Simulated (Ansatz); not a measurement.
# Mg: the cost of one run

Program: Ansatz 0.2.0. Level of theory: DFT PBE, scalar-relativistic, plane waves, PAW. These are calculated values, not measurements.

## Step 1: Starting point

It takes space group P6_3/mmc (No. 194, hexagonal). The conventional cell has a = 3.958 Å, b = 3.958 Å, c = 12.869 Å, α = 90.00°, β = 90.00°, γ = 120.00°. Ca (site symmetry -3m) has 12 Ca at 3.95 to 3.96 Å as nearest neighbours. Ca (site symmetry -6m2) is surrounded by 12 Ca at 3.95 to 3.96 Å.

Coordinates:

```cif
data_structure
_symmetry_space_group_name_H-M 'P6_3/mmc'
_symmetry_Int_Tables_number 194
_cell_length_a 3.9576
_cell_length_b 3.9576
_cell_length_c 12.8694
_cell_angle_alpha 90.000
_cell_angle_beta 90.000
_cell_angle_gamma 120.000
_cell_volume 174.56
loop_
_atom_site_label
_atom_site_type_symbol
_atom_site_symmetry_multiplicity
_atom_site_Wyckoff_symbol
_atom_site_fract_x
_atom_site_fract_y
_atom_site_fract_z
_atom_site_occupancy
Ca1 Ca 2 a 0.00000 0.00000 0.00000 1
Ca2 Ca 2 c 0.33333 0.66667 0.25000 1
```

The structure comes from the Materials Project (structure only).

## Step 2: One element swapped, cell strained: Ca → Mg, first probe

Against the listed cell: Mg takes all sites of Ca, and lengths are scaled by 0.881 as a first guess of the size; strain xx, yy, zz, yz, xz, xy = +1.7, +1.7, -1.3, +0.0, +0.0, +0.0 %.

File input.yaml:

```yaml
crystal:
  lattice:
    - [3.5443186047, 0.0, 0.0]
    - [-1.7721593023, 3.0694699507, 0.0]
    - [0.0, 0.0, 11.1856181647]
  atoms:
    - { symbol: Mg, position: [0.0, 0.0, 0.0] }
    - { symbol: Mg, position: [0.33333333, 0.66666667, 0.25] }
    - { symbol: Mg, position: [0.0, 0.0, 0.5] }
    - { symbol: Mg, position: [0.66666667, 0.33333333, 0.75] }
basis:
  ecutwfc: 420
kpoints:
  mp_grid: { grid: [6, 6, 2] }
hamiltonian:
  xc: pbe
scf:
  occupations: { method: gaussian, width: 0.1 }
output:
  forces: true
  stress: true
  eigenvalues: true
```

**Question.** How long does this run take on 1 thread of an x86-64 CPU, shared host, and how much memory does it need?

About 1.8 s, with a peak of 0.38 GiB.
